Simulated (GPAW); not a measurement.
# PbS (Galena) (Fm-3m) in GPAW: a series of runs

The runs below take PbS (Galena) through dielectric tensor, equation of state, with LDA, PBEsol+D3, BP86+D3, PW91+D4.

Everything below comes from runs of GPAW 26.7.0. Logs are shortened: lines on timing, memory, paths and dates and some standing lists are left out, and cuts for length are marked. The log counts tension as positive stress, the text compression.

**What was measured.**

A printed reference work, monograph reports, for a bulk crystal of PbS at 300 K: high-frequency dielectric constant 17.2.

The runs below are set against these values where they give the same quantity.

**1. Starting point**

It takes space group Fm-3m (No. 225, cubic). Conventional cell: a = 5.931 Å, b = 5.931 Å, c = 5.931 Å, α = 90.00°, β = 90.00°, γ = 90.00°. Pb (site symmetry m-3m) is surrounded by 6 S at 2.97 Å. S (site symmetry m-3m) has 6 Pb at 2.97 Å as nearest neighbours.

**2. Dielectric tensor, LDA**

run.py reads:

```python
import numpy as np
from ase import Atoms
from ase.dft.bandgap import bandgap
from ase.io import write
from gpaw import GPAW, PW
from gpaw.response.df import DielectricFunction

atoms = Atoms(['Pb', 'S'],
              cell=[[0.0, 2.96575, 2.96575],
                    [2.96575, 0.0, 2.96575],
                    [2.96575, 2.96575, 0.0]],
              scaled_positions=[[0.0, 0.0, 0.0],
                                [0.5, 0.5, 0.5]],
              pbc=True)

calc = GPAW(mode=PW(450),
            xc='LDA',
            kpts={'size': (6, 6, 6), 'gamma': True},
            occupations={'name': 'fermi-dirac', 'width': 0.001},
            nbands=19,
            convergence={'density': 1e-06},
            maxiter=150,
            txt='gpaw.txt')
atoms.calc = calc
energy = atoms.get_potential_energy()
calc.write('gs.gpw')
write('result.traj', atoms)
print(f'Energy: {energy:.6f} eV')
print('Fermi level:', round(calc.get_fermi_level(), 4), 'eV')
print(f'Gap: {bandgap(calc)[0]:.4f} eV, direct: {bandgap(calc, direct=True)[0]:.4f} eV')

for size in [(14, 14, 14), (20, 20, 20)]:
    name = 'x'.join(str(n) for n in size)
    dense = calc.fixed_density(kpts={'size': size, 'gamma': True},
                               nbands=36, convergence={'bands': 30, 'eigenstates': 1e-7},
                               update_fermi_level=True, txt=f'dense-{name}.txt')
    dense.write(f'{name}.gpw', mode='all')
    df = DielectricFunction(f'{name}.gpw', frequencies=np.array([0.0]), hilbert=False, eta=0.001,
                            ecut=80, nbands=30, intraband=False, txt=f'df-{name}.txt')
    for xc in ['RPA', 'ALDA_X', 'LR0.1']:
        for direction in ['x', 'y', 'z', [0, 1, 1], [1, 0, 1], [1, 1, 0]]:
            e0, e = df.get_macroscopic_dielectric_constant(xc=xc, direction=direction)
            print(f'{name} {xc} {direction}: {e0:.4f} without, {e:.4f} with local fields')
```

Potentials or basis: the program's PAW data sets (release 1.2.1) made for this functional, pw.

On the command line:

```console
$ OMP_NUM_THREADS=1 python run.py
```

gpaw.txt:

```text
__  _  _
 | _ |_)|_||  |
 |__||  | ||/\| - 26.7.0

Input parameters:
  mode=PW(ecut=450.00000000000006),
  convergence={'density': 1e-06},
  kpts=MonkhorstPack(size=(6, 6, 6), gamma=True),
  maxiter=150,
  nbands=19,
  occupations=Occupations(name='fermi-dirac', width=0.001),
  xc=XC(name='LDA')

Diagonalizing LCAO Hamiltonian
Converting LCAO to pw mode

                S

       Pb

Atoms  # Å, Bohr magnetons
|   | symbol |        x |        y |        z |    initial magnetic moments |
|---|--------|----------|----------|----------|-----------------------------|
| 0 |     Pb | 0.000000 | 0.000000 | 0.000000 | ( 0.0000,  0.0000,  0.0000) |
| 1 |      S | 2.965750 | 2.965750 | 2.965750 | ( 0.0000,  0.0000,  0.0000) |

Unit cell  # Å
| periodic |        x |        y |        z |  lengths |    angles |
|----------|----------|----------|----------|----------|-----------|
|      yes | 0.000000 | 2.965750 | 2.965750 | 4.194204 | 60.000000 |
|      yes | 2.965750 | 0.000000 | 2.965750 | 4.194204 | 60.000000 |
|      yes | 2.965750 | 2.965750 | 0.000000 | 4.194204 | 60.000000 |

Number of symmetries: 48
Symmetry operations  # r_c * U_cc + t_c -> r_c
|    | kind |            matrix            |
|----|------|------------------------------|
|  0 |  σ   |  1, 0, 0,  1, 0,-1,  1,-1, 0 |
|  1 |  C2  |  1, 0, 0,  1,-1, 0,  1, 0,-1 |
|  2 |  E   |  1, 0, 0,  0, 1, 0,  0, 0, 1 |
|  3 |  σ   |  1, 0, 0,  0, 0, 1,  0, 1, 0 |
|  4 |  C4  |  1, 0,-1,  1, 0, 0,  1,-1, 0 |
|  5 |  S6  |  1, 0,-1,  1,-1, 0,  1, 0, 0 |
|  6 |  σ   |  1, 0,-1,  0, 1,-1,  0, 0,-1 |
|  7 |  C3  |  1, 0,-1,  0, 0,-1,  0, 1,-1 |
|  8 |  S6  |  1,-1, 0,  1, 0, 0,  1, 0,-1 |
|  9 |  C4  |  1,-1, 0,  1, 0,-1,  1, 0, 0 |
| 10 |  C3  |  1,-1, 0,  0,-1, 1,  0,-1, 0 |
| 11 |  σ   |  1,-1, 0,  0,-1, 0,  0,-1, 1 |
| 12 |  σ   |  0, 1, 0,  1, 0, 0,  0, 0, 1 |
| 13 |  C4  |  0, 1, 0,  0, 1,-1, -1, 1, 0 |
| 14 |  C3  |  0, 1, 0,  0, 0, 1,  1, 0, 0 |
| 15 |  S6  |  0, 1, 0, -1, 1, 0,  0, 1,-1 |
| 16 |  C2  |  0, 1,-1,  1, 0,-1,  0, 0,-1 |
| 17 |  σ   |  0, 1,-1,  0, 1, 0, -1, 1, 0 |
| 18 |  S4  |  0, 1,-1,  0, 0,-1,  1, 0,-1 |
| 19 |  C4  |  0, 1,-1, -1, 1, 0,  0, 1, 0 |
| 20 |  C3  |  0, 0, 1,  1, 0, 0,  0, 1, 0 |
| 21 |  σ   |  0, 0, 1,  0, 1, 0,  1, 0, 0 |
| 22 |  S6  |  0, 0, 1,  0,-1, 1, -1, 0, 1 |
| 23 |  C4  |  0, 0, 1, -1, 0, 1,  0,-1, 1 |
| 24 |  S4  |  0, 0,-1,  1, 0,-1,  0, 1,-1 |
| 25 |  C3  |  0, 0,-1,  0, 1,-1,  1, 0,-1 |
| 26 |  C2  |  0, 0,-1,  0,-1, 0, -1, 0, 0 |
| 27 |  S6  |  0, 0,-1, -1, 0, 0,  0,-1, 0 |
| 28 |  S4  |  0,-1, 1,  1,-1, 0,  0,-1, 0 |
| 29 |  C4  |  0,-1, 1,  0, 0, 1, -1, 0, 1 |
| 30 |  C2  |  0,-1, 1,  0,-1, 0,  1,-1, 0 |
| 31 |  σ   |  0,-1, 1, -1, 0, 1,  0, 0, 1 |
| 32 |  C3  |  0,-1, 0,  1,-1, 0,  0,-1, 1 |
| 33 |  S6  |  0,-1, 0,  0, 0,-1, -1, 0, 0 |
| 34 |  S4  |  0,-1, 0,  0,-1, 1,  1,-1, 0 |
| 35 |  C2  |  0,-1, 0, -1, 0, 0,  0, 0,-1 |
| 36 |  C2  | -1, 1, 0,  0, 1, 0,  0, 1,-1 |
| 37 |  S6  | -1, 1, 0,  0, 1,-1,  0, 1, 0 |
| 38 |  S4  | -1, 1, 0, -1, 0, 1, -1, 0, 0 |
| 39 |  C3  | -1, 1, 0, -1, 0, 0, -1, 0, 1 |
| 40 |  S6  | -1, 0, 1,  0, 0, 1,  0,-1, 1 |
| 41 |  C2  | -1, 0, 1,  0,-1, 1,  0, 0, 1 |
| 42 |  C3  | -1, 0, 1, -1, 1, 0, -1, 0, 0 |
| 43 |  S4  | -1, 0, 1, -1, 0, 0, -1, 1, 0 |
| 44 |  C2  | -1, 0, 0,  0, 0,-1,  0,-1, 0 |
| 45 |  i   | -1, 0, 0,  0,-1, 0,  0, 0,-1 |
| 46 |  σ   | -1, 0, 0, -1, 1, 0, -1, 0, 1 |
| 47 |  C2  | -1, 0, 0, -1, 0, 1, -1, 1, 0 |

BZ-sampling:
  Number of BZ points: 216
  Number of IBZ points: 16

  Monkhorst-Pack size: [6, 6, 6]
  Monkhorst-Pack shift: [0.08333333333333333, 0.08333333333333333, 0.08333333333333333]

K-points  # in reciprocal-cell coordinates
|     |                                coordinates |     weight |
|-----|--------------------------------------------|------------|
|   0 | (  0.00000000,   0.00000000,   0.00000000) | 0.00462963 |
|   1 | (  0.16666667,   0.16666667,   0.00000000) | 0.02777778 |
|   2 | (  0.16666667,   0.16666667,   0.16666667) | 0.03703704 |
|   3 | (  0.33333333,   0.16666667,   0.16666667) | 0.05555556 |
|   4 | (  0.33333333,   0.33333333,  -0.33333333) | 0.05555556 |
|   5 | (  0.33333333,   0.33333333,   0.00000000) | 0.02777778 |
|   6 | (  0.33333333,   0.33333333,   0.16666667) | 0.11111111 |
|   7 | (  0.33333333,   0.33333333,   0.33333333) | 0.03703704 |
|   8 | (  0.50000000,   0.33333333,  -0.33333333) | 0.11111111 |
|   9 | (  0.50000000,   0.33333333,  -0.16666667) | 0.05555556 |
| ... |                                            |            |
|  15 | (  0.50000000,   0.50000000,   0.50000000) | 0.01851852 |

Plane wave coefficients: 1158
Cutoff: 450.00000000000006 eV

Spin-components: 1 (collinear spins)
Bands:           19
Projectors:      11
Spin-degeneracy: 2
Datatype:        complex128

Parallelization:
  kpt:    1
  domain: 1
  band:   1

Density:
  Valence electrons: 20.0
  Components: 1
  Grid points: [21 21 21]
  Charge: 0.0  # |e|

Potential:
  Grid points: [21 21 21]

species:
  Pb:
    name:    Lead
    Z:       82.0
    valence: 14
    core:    68
    charge:  0.0  # [|e|]
    compensation charges:
      type: gauss
      rc: 0.38  # [Å]
      lmax: 2
    cutoffs:
      filter: 2.36  # [Å]
      core: 2.43  # [Å]
    projectors
    | kind |    occ | energy [eV] | rcut [Å] |
    |------|--------|-------------|----------|
    |   6s |  2.000 |     -12.249 |    1.259 |
    |   6p |  2.000 |      -3.713 |    1.275 |
    |   5d | 10.000 |     -21.326 |    1.217 |
    |    s |        |      14.962 |    1.259 |
    |    p |        |      23.498 |    1.275 |
    |    d |        |       5.885 |    1.217 |

    Using partial waves for Pb as LCAO basis

  S:
    name:    Sulfur
    Z:       16.0
    valence: 6
    core:    10
    charge:  0.0  # [|e|]
    compensation charges:
      type: gauss
      rc: 0.24  # [Å]
      lmax: 2
    cutoffs:
      filter: 1.77  # [Å]
      core: 1.66  # [Å]
    projectors
    | kind |    occ | energy [eV] | rcut [Å] |
    |------|--------|-------------|----------|
    |   3s |  2.000 |     -17.278 |    0.974 |
    |   3p |  4.000 |      -7.106 |    0.979 |
    |    s |        |       9.933 |    0.974 |
    |    p |        |      20.105 |    0.979 |
    |    d |        |       0.000 |    0.900 |

    Using partial waves for S as LCAO basis

Reference energy: -577795.517574  # eV

eigensolver:
  PPCG
  Converge bands: occupied
  niter=2

density mixing:
  MSR1-Mixer
  Pratt-step length: 0.05
  Maximum mixing coefficient: 0.75
  Old densities: 10
  SVD Regularization: 0.005
  Good broyden scale: 1.0
  Trust region scale: 1.0
  Backstep threshold: 4.0
  History deletion threshold: 6.0
  Fourier metric: weight=20.0, sigma=0.015

occupation numbers:
  Fermi-Dirac:
    width: 0.0010  # eV

poisson solver:
  ecut: 3600.0000000000005  # eV

xc functional:
  name: None

convergence criteria:
- Maximum integral of absolute [dens]ity change: 1e-06 electrons / valence electron
- Maximum [total energy] change in last 3 cyles: 0.0005 eV / valence electron
- Maximum integral of absolute [eigenst]ate change: 4e-08 eV^2 / valence electron
maximum number of iterations: 150

SCF iterations
|iter     | |      energy | eigst |  dens |
|---------|-|-------------|-------|-------|
|iter:   1| |  -10.616177 | -0.19 |       |
|iter:   2| |  -10.516392 | -1.99 | -1.18 |
|iter:   3| |  -10.211634 | -1.82 | -1.24 |
|iter:   4| |  -10.208524 | -3.99 | -1.83 |
|iter:   5| |  -10.207920c| -4.67 | -2.20 |
|iter:   6| |  -10.207924c| -5.99 | -3.29 |
|iter:   7| |  -10.207925c| -6.93 | -3.77 |
|iter:   8| |  -10.207925c| -7.65c| -4.60 |
|iter:   9| |  -10.207925c| -7.97c| -5.30 |
|iter:  10| |  -10.207925c| -8.60c| -6.05c|

Converged in 10 steps
Energy contributions relative to reference atoms: (reference = -577795.517574)

Energy contributions:
  Kinetic:          13.450443
  Coulomb:         -14.349327
  Zero:              0.014049
  External:          0.000000
  Xc:               -9.323089
  Entropy:          -0.000000
  Spinorbit:         0.000000
  ----------------------------
  Free energy:     -10.207925
  Extrapolated:    -10.207925

dipole moment: (-25.172212, -25.172212, -25.172212)  # |e|*Ang

Fermi level: 6.009
Eigenvalues  # (at kpt = [0.000, 0.000, 0.000])
| band index |      eig [eV] | occ [0-2] |
|------------|---------------|-----------|
|          0 |       -10.798 |     2.000 |
|        ... |               |           |
|          2 |       -10.798 |     2.000 |
|          3 |       -10.797 |     2.000 |
|          4 |       -10.797 |     2.000 |
|          5 |        -7.652 |     2.000 |
|          6 |        -0.157 |     2.000 |
|          7 |         3.759 |     2.000 |
|          8 |         3.759 |     2.000 |
|          9 |         3.759 |     2.000 |
|         10 |        10.960 |     0.000 |
|         11 |        10.960 |     0.000 |
|         12 |        10.960 |     0.000 |
|         13 |        12.552 |     0.000 |
|         14 |        12.552 |     0.000 |
|         15 |        12.552 |     0.000 |
|         16 |        14.403 |     0.000 |
|         17 |        14.949 |     0.000 |
|         18 |        14.949 |     0.000 |

Gap: 0.188 eV
Transition (v -> c):
  (s=0, k=15, n=9, [0.50, 0.50, 0.50]) -> (s=0, k=15, n=10, [0.50, 0.50, 0.50])
No difference between direct/indirect transitions
# Writing to gs.gpw (mode='')
```

Run time: 2.5 min. Hardware: 1 thread of AMD EPYC 9R45 (Zen 5), shared host; peak memory 1.3 GiB.

Results:

- Free energy: -10.2079 eV
- Band gap on the k mesh: 0.19 eV, direct
- Electronic dielectric tensor (diagonal): 22.20

Electronic dielectric tensor:
```
22.20  0.00  0.00
 0.00 22.20  0.00
 0.00  0.00 22.20
```

Caveat: the dielectric constant isn't converged in the k mesh; the gap is small at this level, which inflates the dielectric constant; the long-wavelength limit can be off by a per cent or two; spin-orbit coupling is left out, which as a rule narrows the gap of such compounds by several tenths of an eV.

**3. Equation of state, PBEsol+D3**

run.py reads:

```python
import spglib
from ase import Atoms
from ase.calculators.mixing import SumCalculator
from ase.eos import EquationOfState
from ase.io import Trajectory, read
from ase.units import GPa
from dftd3.ase import DFTD3
from gpaw import GPAW, PW, setup_paths

setup_paths.insert(0, '.')

atoms = read('PbS.cif')
cell, positions, numbers = spglib.find_primitive(
    (atoms.cell[:], atoms.get_scaled_positions(), atoms.numbers), symprec=1e-4)
atoms = Atoms(numbers, cell=cell, scaled_positions=positions, pbc=True)

traj = Trajectory('eos.traj', 'w')
volumes, energies = [], []
for x in [0.94, 0.96, 0.98, 1.0, 1.02, 1.04, 1.06]:
    a = atoms.copy()
    a.set_cell(atoms.cell * x**(1 / 3), scale_atoms=True)
    calc = GPAW(mode=PW(600),
                xc='PBEsol',
                kpts={'size': (6, 6, 6), 'gamma': True},
                occupations={'name': 'fermi-dirac', 'width': 0.05},
                nbands=19,
                convergence={'density': 1e-05, 'energy': 1e-05},
                maxiter=150,
                txt=f'eos-{x:.2f}.txt')
    a.calc = SumCalculator([calc, DFTD3(method='pbesol', damping='d3zero')])
    energies.append(a.get_potential_energy())
    volumes.append(a.get_volume())
    p = -a.get_stress()[:3].mean() / GPa
    calc.write(f'eos-{x:.2f}.gpw')
    traj.write(a)
    print(f'{x:.2f} {volumes[-1]:10.4f} A^3 {energies[-1]:14.6f} eV {p:9.3f} GPa', flush=True)

v0, e0, B = EquationOfState(volumes, energies, eos='birchmurnaghan').fit()
print(f'V0 = {v0:.4f} A^3, E0 = {e0:.6f} eV, B0 = {B / GPa:.2f} GPa')
```

PbS.cif reads:

```cif
data_PbS
_cell_length_a 5.93150000
_cell_length_b 5.93150000
_cell_length_c 5.93150000
_cell_angle_alpha 90.00000000
_cell_angle_beta 90.00000000
_cell_angle_gamma 90.00000000
_space_group_name_H-M_alt 'Fm-3m'
_space_group_name_Hall '-F 4 2 3'
_space_group_IT_number 225
loop_
_space_group_symop_operation_xyz
'x,y,z'
'-x,-y,-z'
'-y,x,z'
'y,-x,-z'
'-x,-y,z'
'x,y,-z'
'y,-x,z'
'-y,x,-z'
'x,-y,-z'
'-x,y,z'
'-y,-x,-z'
'y,x,z'
'-x,y,-z'
'x,-y,z'
'y,x,-z'
'-y,-x,z'
'z,x,y'
'-z,-x,-y'
'z,-y,x'
'-z,y,-x'
'z,-x,-y'
'-z,x,y'
'z,y,-x'
'-z,-y,x'
'-z,x,-y'
'z,-x,y'
'-z,-y,-x'
'z,y,x'
'-z,-x,y'
'z,x,-y'
'-z,y,x'
'z,-y,-x'
'y,z,x'
'-y,-z,-x'
'x,z,-y'
'-x,-z,y'
'-y,z,-x'
'y,-z,x'
'-x,z,y'
'x,-z,-y'
'-y,-z,x'
'y,z,-x'
'-x,-z,-y'
'x,z,y'
'y,-z,-x'
'-y,z,x'
'x,-z,y'
'-x,z,-y'
'x,y+1/2,z+1/2'
'-x,-y+1/2,-z+1/2'
'-y,x+1/2,z+1/2'
'y,-x+1/2,-z+1/2'
[... 63 lines left out ...]
'-z+1/2,y,-x+1/2'
'z+1/2,-x,-y+1/2'
'-z+1/2,x,y+1/2'
'z+1/2,y,-x+1/2'
'-z+1/2,-y,x+1/2'
'-z+1/2,x,-y+1/2'
'z+1/2,-x,y+1/2'
'-z+1/2,-y,-x+1/2'
'z+1/2,y,x+1/2'
'-z+1/2,-x,y+1/2'
'z+1/2,x,-y+1/2'
'-z+1/2,y,x+1/2'
'z+1/2,-y,-x+1/2'
'y+1/2,z,x+1/2'
'-y+1/2,-z,-x+1/2'
'x+1/2,z,-y+1/2'
'-x+1/2,-z,y+1/2'
'-y+1/2,z,-x+1/2'
'y+1/2,-z,x+1/2'
'-x+1/2,z,y+1/2'
'x+1/2,-z,-y+1/2'
'-y+1/2,-z,x+1/2'
'y+1/2,z,-x+1/2'
'-x+1/2,-z,-y+1/2'
'x+1/2,z,y+1/2'
'y+1/2,-z,-x+1/2'
'-y+1/2,z,x+1/2'
'x+1/2,-z,y+1/2'
'-x+1/2,z,-y+1/2'
'x+1/2,y+1/2,z'
'-x+1/2,-y+1/2,-z'
'-y+1/2,x+1/2,z'
'y+1/2,-x+1/2,-z'
'-x+1/2,-y+1/2,z'
'x+1/2,y+1/2,-z'
'y+1/2,-x+1/2,z'
'-y+1/2,x+1/2,-z'
'x+1/2,-y+1/2,-z'
'-x+1/2,y+1/2,z'
'-y+1/2,-x+1/2,-z'
'y+1/2,x+1/2,z'
'-x+1/2,y+1/2,-z'
'x+1/2,-y+1/2,z'
'y+1/2,x+1/2,-z'
'-y+1/2,-x+1/2,z'
'z+1/2,x+1/2,y'
'-z+1/2,-x+1/2,-y'
'z+1/2,-y+1/2,x'
'-z+1/2,y+1/2,-x'
'z+1/2,-x+1/2,-y'
'-z+1/2,x+1/2,y'
'z+1/2,y+1/2,-x'
'-z+1/2,-y+1/2,x'
'-z+1/2,x+1/2,-y'
'z+1/2,-x+1/2,y'
'-z+1/2,-y+1/2,-x'
'z+1/2,y+1/2,x'
'-z+1/2,-x+1/2,y'
'z+1/2,x+1/2,-y'
'-z+1/2,y+1/2,x'
'z+1/2,-y+1/2,-x'
'y+1/2,z+1/2,x'
'-y+1/2,-z+1/2,-x'
'x+1/2,z+1/2,-y'
'-x+1/2,-z+1/2,y'
'-y+1/2,z+1/2,-x'
'y+1/2,-z+1/2,x'
'-x+1/2,z+1/2,y'
'x+1/2,-z+1/2,-y'
'-y+1/2,-z+1/2,x'
'y+1/2,z+1/2,-x'
'-x+1/2,-z+1/2,-y'
'x+1/2,z+1/2,y'
'y+1/2,-z+1/2,-x'
'-y+1/2,z+1/2,x'
'x+1/2,-z+1/2,y'
'-x+1/2,z+1/2,-y'
loop_
_atom_site_label
_atom_site_type_symbol
_atom_site_symmetry_multiplicity
_atom_site_Wyckoff_symbol
_atom_site_fract_x
_atom_site_fract_y
_atom_site_fract_z
_atom_site_occupancy
Pb1 Pb 4 a 0.0000000000 0.0000000000 0.0000000000 1
S1 S 4 b 0.5000000000 0.0000000000 0.0000000000 1
```

Potentials or basis: PAW data sets generated in the run's folder for this functional, pw.

On the command line:

```console
$ gpaw-setup -f PBEsol Pb S
$ OMP_NUM_THREADS=1 python run.py
```

Run time: 28 s. Hardware: 1 thread of AMD EPYC 9R45 (Zen 5), shared host; peak memory 0.26 GiB.

The run converged. Its results:

* Equilibrium volume: 25.11 Å³/atom
* Bulk modulus: 56 GPa
* Pressure derivative of the bulk modulus: 3.4 (rough: it moves with the points fitted)

Energy against volume, from the lowest point:
| volume (Å³/atom) | energy (meV/atom) |
| --- | --- |
| 24.521 | 2.44 |
| 25.042 | 0.00 |
| 25.564 | 1.37 |
| 26.086 | 6.27 |
| 26.607 | 14.39 |
| 27.129 | 25.50 |
| 27.651 | 39.19 |

The run has no spin-orbit coupling, so splittings on Pb are missing.

(Continued in part 2 of 2.)
